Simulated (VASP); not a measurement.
# BeTe (F-43m) in VASP: a series of runs

Runs on BeTe. Level: PBEsol. Tasks: single point, relaxation of cell and atoms.

Everything below comes from runs of VASP 6.6.1. Logs are shortened: lines on timing, memory, paths and dates and some standing lists are left out, and cuts for length are marked.

### 1 The structure

Symmetry: F-43m, No. 216, cubic system. The conventional cell has a = 5.606 Å, b = 5.606 Å, c = 5.606 Å, α = 90.00°, β = 90.00°, γ = 90.00°. Be (site symmetry -43m) has 4 Te at 2.43 Å as nearest neighbours. Around Te (site symmetry -43m) lie 4 Be at 2.43 Å.

### 2 Single point, PBEsol

Contents of INCAR:

```
SYSTEM = BeTe
  ALGO = Fast
  EDIFF = 1E-6
  ENCUT = 520
  GGA = PS
  ISIF = 2
  ISMEAR = 0
  LASPH = .TRUE.
  LCHARG = .TRUE.
  LELF = .TRUE.
  LREAL = .FALSE.
  LVHAR = .TRUE.
  LWAVE = .FALSE.
  NBANDS = 11
  NELM = 60
  PREC = Accurate
  SIGMA = 0.02
```

Contents of KPOINTS:

```
k-points
0
G
  8 8 8
  0 0 0
```

Contents of POSCAR:

```
BeTe
1.0
    0.0000000000     -2.8028633222     -2.8028633222
    2.8028633222      0.0000000000     -2.8028633222
    2.8028633222     -2.8028633222      0.0000000000
Be Te
1 1
Direct
    0.0000000000      0.0000000000      0.0000000000
    0.7500000000      0.7500000000      0.7500000000
```

Potentials or basis: VASP PAW PBE potentials, release 64 (Be, Te).

On the command line:

```console
$ cat potpaw_PBE.64/Be/POTCAR potpaw_PBE.64/Te/POTCAR > POTCAR
$ mpirun -np 1 vasp_std > vasp.out
```

OUTCAR:

```text
SYSTEM = BeTe
   EDIFF = 1E-6
   ENCUT = 520
   GGA = PS
   ISIF = 2
   ISMEAR = 0
   LASPH = .TRUE.
   LREAL = .FALSE.
   NELM = 60
   PREC = Accurate

 ion  position               nearest neighbor table
   1  0.000  0.000  0.000-   2 2.43   2 2.43   2 2.43   2 2.43
   2  0.750  0.750  0.750-   1 2.43   1 2.43   1 2.43   1 2.43

  LATTYP: Found a face centered cubic cell.
 ALAT       =     5.6057266444

  Lattice vectors:

 A1 = (   0.0000000000,  -2.8028633222,  -2.8028633222)
 A2 = (   2.8028633222,   0.0000000000,  -2.8028633222)
 A3 = (   2.8028633222,  -2.8028633222,   0.0000000000)

Analysis of symmetry for initial positions (statically):
=====================================================================
 Subroutine PRICEL returns:
 Original cell was already a primitive cell.

 Routine SETGRP: Setting up the symmetry group for a
 face centered cubic supercell.

 Subroutine GETGRP returns: Found 24 space group operations
 (whereof 24 operations were pure point group operations)
 out of a pool of 48 trial point group operations.

The static configuration has the point symmetry T_d .

Analysis of symmetry for dynamics (positions and initial velocities):
=====================================================================
 Subroutine PRICEL returns:
 Original cell was already a primitive cell.

 Routine SETGRP: Setting up the symmetry group for a
 face centered cubic supercell.

 Subroutine GETGRP returns: Found 24 space group operations
 (whereof 24 operations were pure point group operations)
 out of a pool of 48 trial point group operations.

The dynamic configuration has the point symmetry T_d .

 Subroutine INISYM returns: Found 24 space group operations
 (whereof 24 operations are pure point group operations),
 and found     1 'primitive' translations

----------------------------------------------------------------------------------------

                                     Primitive cell

  volume of cell :      44.0388

  direct lattice vectors                    reciprocal lattice vectors
     0.000000000 -2.802863322 -2.802863322    -0.178389005 -0.178389005 -0.178389005
     2.802863322  0.000000000 -2.802863322     0.178389005  0.178389005 -0.178389005
     2.802863322 -2.802863322  0.000000000     0.178389005 -0.178389005  0.178389005

  length of vectors
     3.963847324  3.963847324  3.963847324     0.308978821  0.308978821  0.308978821

  position of ions in fractional coordinates (direct lattice)
     0.000000000  0.000000000  0.000000000
     0.750000000  0.750000000  0.750000000

  ion indices of the primitive-cell ions
   primitive index   ion index
                 1           1
                 2           2

----------------------------------------------------------------------------------------

 KPOINTS: k-points

Automatic generation of k-mesh.
 Grid dimensions read from file:
 generate k-points for:    8    8    8

 Generating k-lattice:

  Cartesian coordinates                     Fractional coordinates (reciprocal lattice)
    -0.022298626 -0.022298626 -0.022298626     0.125000000  0.000000000  0.000000000
     0.022298626  0.022298626 -0.022298626     0.000000000  0.125000000  0.000000000
     0.022298626 -0.022298626  0.022298626     0.000000000  0.000000000  0.125000000

  Length of vectors
     0.038622353  0.038622353  0.038622353

  Shift w.r.t. Gamma in fractional coordinates (k-lattice)
     0.000000000  0.000000000  0.000000000

 Subroutine IBZKPT returns following result:
 ===========================================

 Found     29 irreducible k-points:

 Following reciprocal coordinates:
            Coordinates               Weight
  0.000000  0.000000  0.000000      1.000000
  0.125000  0.000000  0.000000      8.000000
  0.250000  0.000000  0.000000      8.000000
  0.375000  0.000000  0.000000      8.000000
  0.500000  0.000000  0.000000      4.000000
  0.125000  0.125000  0.000000      6.000000
[... 16 lines left out ...]
  0.500000  0.250000  0.125000     48.000000
 -0.375000  0.250000  0.125000     24.000000
 [... further k-points ...]
   k-points           NKPTS =     29   k-points in BZ     NKDIM =     29   number of bands    NBANDS=     11
   number of dos      NEDOS =    301   number of ions     NIONS =      2
   total plane-waves  NPLWV =  27000
   dimension x,y,z NGX =    30 NGY =   30 NGZ =   30
   dimension x,y,z NGXF=    60 NGYF=   60 NGZF=   60
   ions per type =               1   1
   NGX,Y,Z   is equivalent  to a cutoff of  12.58, 12.58, 12.58 a.u.
   NGXF,Y,Z  is equivalent  to a cutoff of  25.16, 25.16, 25.16 a.u.
 SYSTEM =  BeTe
   PREC   = accura    normal or accurate (medium, high low for compatibility)
   ISTART =      0    job   : 0-new  1-cont  2-samecut
   ICHARG =      2    charge: 1-file 2-atom 10-const
   ISPIN  =      1    spin polarized calculation?
   LNONCOLLINEAR =      F non collinear calculations
   LSORBIT =      F    spin-orbit coupling
   LASPH  =      T    aspherical Exc in radial PAW
   ENCUT  =  520.0 eV  38.22 Ry    6.18 a.u.   7.37  7.37  7.37*2*pi/ulx,y,z
   NELM   =     60;   NELMIN=  2; NELMDL= -5     # of ELM steps
   EDIFF  = 0.1E-05   stopping-criterion for ELM
   LREAL  =      F    real-space projection
   EDIFFG = 0.1E-04   stopping-criterion for IOM
   NSW    =      0    number of steps for IOM
   IBRION =     -1    ionic relax: 0-MD 1-quasi-New 2-CG
   NFREE  =      0    steps in history (QN), initial steepest desc. (CG)
   ISIF   =      2    stress and relaxation
   ISYM   =      2    0-nonsym 1-usesym 2-fastsym
   POTIM  = 0.5000    time-step for ionic-motion
   TEBEG  =    0.0;   TEEND  =   0.0 temperature during run
   PSTRESS=    0.0 pullay stress
   NELECT =       8.0000    total number of electrons
   NUPDOWN=      -1.0000    fix difference up-down
   EMIN   =  10.00;   EMAX   =-10.00  energy-range for DOS
   EFERMI =   0.00;   METHOD = LEGACY
   ISMEAR =     0;   SIGMA  =   0.02  broadening in eV -4-tet -1-fermi 0-gaus
   EFERMI_NEDOS =   21; number of points for ismear=-14 and -15
   IALGO  =     68    algorithm
   IMIX   =      4    mixing-type and parameters
     AMIX     =   0.40;   BMIX     =  1.00
     AMIX_MAG =   1.60;   BMIX_MAG =  1.00
  volume/ion in A,a.u.               =      22.02       148.59
  Fermi-wavevector in a.u.,A,eV,Ry     =   0.927170  1.752098 11.696180  0.859645
  Thomas-Fermi vector in A             =   2.053211
   LORBIT       =      0    0 simple, 1 ext, 2 COOP (PROOUT), +10 PAW based schemes
   GGA     = PS    functional components
   LHFCALC =     F    Hartree Fock is set to
   AEXX    =    0.0000 exact exchange contribution
   IVDW    =     0    specifies the selected vdW correction
   LEPSILON=     F    determine dielectric tensor
   LRPA    =     F    only Hartree local field effects (RPA)
 non-spin polarized calculation
 RMM-DIIS sequential band-by-band and
 Gauss-broadening in eV      SIGMA  =   0.02
  energy-cutoff  :      520.00
  volume of cell :       44.04
 maximum number of plane-waves:      1243
 NGX is ok and might be reduce to    30
   NGX = 15   NGY = 15   NGZ = 15

 number of electron       7.9999999 magnetization

 Free energy of the ion-electron system (eV)
  ---------------------------------------------------
  ext. energy  EPLUGINS =         0.00000000
  ---------------------------------------------------
  free energy    TOTEN  =        -8.21585103 eV

  energy without entropy =       -8.21585103  energy(sigma->0) =       -8.21585103

 E-fermi :   5.2995     XC(G=0):  -9.2568

 val. band max:        5.1610613692   @ k =   0.0000   0.0000   0.0000
 cond. band min:       6.9803262818   @ k =   0.5000   0.5000   0.0000
 fundamental gap:      1.8192649126
 Fermi energy:         5.2995037871

 k-point     1 :       0.0000    0.0000    0.0000
  band No.  band energies     occupation
      1      -7.2648      2.00000
      2       5.1611      2.00000
      3       5.1611      2.00000
      4       5.1611      2.00000
      5       8.7485      0.00000
      6       8.7485      0.00000
      7       8.7485      0.00000
      8       8.9947      0.00000
      9      13.3734      0.00000
     10      15.4322      0.00000
     11      15.4323      0.00000

 k-point     2 :       0.1250    0.0000    0.0000
  band No.  band energies     occupation
      1      -7.1137      2.00000
      2       3.8137      2.00000
      3       4.9188      2.00000
      4       4.9188      2.00000
      5       8.6823      0.00000
      6       9.0997      0.00000
      7       9.0997      0.00000
      8      10.3029      0.00000
      9      13.7924      0.00000
     10      14.4389      0.00000
     11      14.4389      0.00000

 k-point     3 :       0.2500    0.0000    0.0000
  band No.  band energies     occupation
      1      -6.6959      2.00000
      2       1.7677      2.00000
      3       4.4699      2.00000
      4       4.4699      2.00000
      5       8.4635      0.00000
      6       9.6314      0.00000
      7       9.6314      0.00000
      8      12.2080      0.00000
      9      14.0962      0.00000
     10      14.1582      0.00000
     11      14.1582      0.00000
[... 267 lines left out ...]
 k-point    23 :       0.5000    0.2500    0.1250
  band No.  band energies     occupation
      1      -5.8743      2.00000
      2       0.4410      2.00000
      3       2.3049      2.00000
      4       3.4321      2.00000
      5       9.1425      0.00000
      6       9.8200      0.00000
      7      11.0562      0.00000
      8      12.0906      0.00000
      9      14.9999      0.00000
     10      15.4769      0.00000
     11      17.3859      0.00000

 k-point    24 :      -0.3750    0.2500    0.1250
  band No.  band energies     occupation
      1      -5.6329      2.00000
      2      -0.0686      2.00000
      3       2.1966      2.00000
      4       3.2021      2.00000
      5       9.2989      0.00000
      6       9.5144      0.00000
      7      11.8609      0.00000
      8      12.9220      0.00000
      9      13.6042      0.00000
     10      16.7189      0.00000
     11      17.0264      0.00000

 [... further k-points ...]

------------------------ aborting loop because EDIFF is reached ----------------------------------------

  FORCE on cell =-STRESS in cart. coord.  units (eV):
  Direction    XX          YY          ZZ          XY          YZ          ZX
  --------------------------------------------------------------------------------------
  -------------------------------------------------------------------------------------
  Total        0.0617919      0.0617919      0.0617919      0.0000000     -0.0000000     -0.0000000
  in kB        2.2480526      2.2480526      2.2480526      0.0000000     -0.0000000     -0.0000000
  external PRESSURE =       2.2480526 kB  Pullay stress =       0.0000000 kB

 VOLUME and BASIS-vectors are now :
 -----------------------------------------------------------------------------
  energy-cutoff  :      520.00
  volume of cell :       44.04
      direct lattice vectors                 reciprocal lattice vectors
     0.000000000 -2.802863322 -2.802863322    -0.178389005 -0.178389005 -0.178389005
     2.802863322  0.000000000 -2.802863322     0.178389005  0.178389005 -0.178389005
     2.802863322 -2.802863322  0.000000000     0.178389005 -0.178389005  0.178389005

 POSITION                                       TOTAL-FORCE (eV/Angst)
 -----------------------------------------------------------------------------------
      0.00000      0.00000      0.00000        -0.000000      0.000000      0.000000
      4.20429     -4.20429     -4.20429         0.000000     -0.000000     -0.000000
 -----------------------------------------------------------------------------------
    total drift:                               -0.000000      0.000000      0.000000

  FREE ENERGIE OF THE ION-ELECTRON SYSTEM (eV)
  ---------------------------------------------------
  free  energy   TOTEN  =        -8.2158510264 eV

  energy  without entropy=       -8.2158510264  energy(sigma->0) =       -8.21585103
```

It took 20 s on 1 thread of Intel Xeon Platinum 8488C (Sapphire Rapids), shared host; peak memory 0.17 GiB.

Results:

| Quantity | Value |
| --- | --- |
| Free energy | -8.2159 eV |
| Pressure | 0.2 GPa |
| Band gap on the k mesh | 1.82 eV, indirect (least direct gap 3.59 eV) |

Levels at points of the mesh, in eV from the valence-band top:
```
           k point  band 2  band 3  band 4  band 5  band 6  band 7
(0.00, 0.00, 0.00)    0.00    0.00    0.00    3.59    3.59    3.59
(0.50, 0.00, 0.00)   -5.67   -1.16   -1.16    3.07    4.55    4.55
(0.50, 0.50, 0.00)   -5.20   -2.71   -2.71    1.82    2.59    9.80
```

Caveat: the PAW data sets were made with another functional, which shifts forces and pressure a little; spin-orbit coupling is left out, which moves the levels of the heavy elements. A k mesh can miss the band edges.

### 3 Relaxation of cell and atoms, PBEsol

This run uses another cell than the first one, of 21.25 Å³/atom, 0.965 times its volume.

Contents of INCAR:

```
PREC = Accurate
ENCUT = 600
EDIFF = 1E-7
ISMEAR = 0
SIGMA = 0.02
LREAL = False
LASPH = True
NELM = 100
ALGO = Normal
ISIF = 3
LWAVE = False
LCHARG = False
GGA = PS
IBRION = 2
NSW = 100
EDIFFG = -0.005
```

Contents of KPOINTS:

```
Automatic mesh
0
Gamma
  8 8 8
```

Contents of POSCAR:

```
BeTe
1.0
    0.0000000000     -2.7700000000     -2.7700000000
    2.7700000000      0.0000000000     -2.7700000000
    2.7700000000     -2.7700000000      0.0000000000
Be Te
1 1
Direct
    0.0000000000      0.0000000000      0.0000000000
    0.7500000000      0.7500000000      0.7500000000
```

Potentials or basis: VASP PAW PBE potentials, release 64 (Be, Te).

On the command line:

```console
$ cat potpaw_PBE.64/Be/POTCAR potpaw_PBE.64/Te/POTCAR > POTCAR
$ mpirun -np 1 vasp_std > vasp.out
```

Wall time 31 s (1 thread of Intel Xeon Platinum 8488C (Sapphire Rapids), shared host); peak memory 0.18 GiB.

The run converged. Its results:

```yaml
Free_energy: -8.2159 eV
Relaxed_volume: 22.10 Å³/atom
Relaxed_cell: a = 3.968 Å, b = 3.968 Å, c = 3.968 Å, α = 60.00°, β = 60.00°, γ = 60.00°
Space_group_after_relaxing_to_0.05_Å: F-43m (No. 216)
Energy_gained_by_relaxing: 6.5 meV/atom
Ionic_steps: 3
Pressure_after_relaxing: 0.0 GPa
Band_gap_on_the_k_mesh: 1.83 eV, indirect (least direct gap 3.59 eV)
```

Step by step:
| step | energy change (eV) | largest force (eV/Å) | pressure (GPa) | volume (Å³) |
| --- | --- | --- | --- | --- |
| 1 | 0.0000 | 0.0000 | 2.54 | 42.51 |
| 2 | -0.0122 | 0.0000 | -0.55 | 44.61 |
| 3 | -0.0129 | 0.0000 | 0.00 | 44.19 |

Final structure:
```
Be Te
1.0
     0.00000   -2.80614   -2.80614
     2.80614    0.00000   -2.80614
     2.80614   -2.80614    0.00000
Be Te
1 1
Cartesian
  0.0000 0.0000 0.0000
  4.2092 -4.2092 -4.2092
```

Levels at points of the mesh, in eV from the valence-band top:
| k point | band 1 | band 2 | band 3 | band 4 | band 5 | band 6 | band 7 | band 8 |
| --- | --- | --- | --- | --- | --- | --- | --- | --- |
| (0.00, 0.00, 0.00) | -12.40 | 0.00 | 0.00 | 0.00 | 3.59 | 3.59 | 3.59 | 3.81 |
| (0.50, 0.00, 0.00) | -11.03 | -5.64 | -1.15 | -1.15 | 3.06 | 4.55 | 4.55 | 7.66 |
| (0.50, 0.50, 0.00) | -10.52 | -5.19 | -2.70 | -2.70 | 1.83 | 2.60 | 9.77 | 9.77 |

Caveat: the PAW data sets were made with another functional, which shifts forces and pressure a little; spin-orbit coupling is left out, which moves the levels of the heavy elements. Zero-point motion and thermal expansion aren't in these numbers.

### 4 Single point, PBEsol

This run uses another cell than the first one, of 21.25 Å³/atom, 0.965 times its volume.

Contents of INCAR:

```
SYSTEM = BeTe
ALGO = Normal ; EDIFF = 1E-6
ENCUT = 520 ; GGA = PS
ISIF = 2 ; ISMEAR = 0
LASPH = .True. ; LCHARG = .False.
LREAL = .False. ; LWAVE = .False.
NBANDS = 11 ; NELM = 100
PREC = Accurate ; SIGMA = 0.1
```

Contents of KPOINTS:

```
k-points
0
Gamma
  6 6 6
  0 0 0
```

POSCAR is that of step 3.

On the command line:

```console
$ cat potpaw_PBE.64/Be/POTCAR potpaw_PBE.64/Te/POTCAR > POTCAR
$ mpirun -np 1 vasp_std > vasp.out
```

Wall time 7.9 s (1 thread of Intel Xeon Platinum 8488C (Sapphire Rapids), shared host); peak memory 0.16 GiB.

The run converged. Its results:

```yaml
Free_energy: -8.1962 eV
Pressure: 2.6 GPa
Band_gap_on_the_k_mesh: 1.73 eV, indirect (least direct gap 3.55 eV)
```

Levels at points of the mesh, in eV from the valence-band top:
| k point | band 2 | band 3 | band 4 | band 5 | band 6 | band 7 |
| --- | --- | --- | --- | --- | --- | --- |
| (0.00, 0.00, 0.00) | 0.00 | 0.00 | 0.00 | 3.55 | 3.55 | 3.55 |
| (0.50, 0.00, 0.00) | -5.90 | -1.22 | -1.22 | 3.17 | 4.53 | 4.53 |
| (0.50, 0.50, 0.00) | -5.40 | -2.85 | -2.85 | 1.73 | 2.54 | 10.02 |

Caveat: the PAW data sets were made with another functional, which shifts forces and pressure a little; spin-orbit coupling is left out, which moves the levels of the heavy elements. A k mesh can miss the band edges.

### 5 The runs side by side

| task | cell | k mesh | cutoff (eV) | smearing | gap on the mesh (eV) | pressure (GPa) |
| --- | --- | --- | --- | --- | --- | --- |
| single point | F-43m, 22.02 Å³/atom | 8 × 8 × 8 | 520 | gaussian 0.02 eV | 1.82 | 0.2 |
| relaxation of cell and atoms | relaxed | 8 × 8 × 8 | 600 | gaussian 0.02 eV | 1.83 | 0.0 |
| single point | F-43m, 21.25 Å³/atom | 6 × 6 × 6 | 520 | gaussian 0.1 eV | 1.73 | 2.6 |

Alike in all rows: level PBEsol; potentials or basis VASP PAW PBE potentials, release 64 (Be, Te); no spin polarisation.

Caveats: the PAW data sets were made with another functional, which shifts forces and pressure a little; spin-orbit coupling is left out, which moves the levels of the heavy elements.

Total energies depend on the potentials used, so only differences within one code and one set of settings carry meaning.
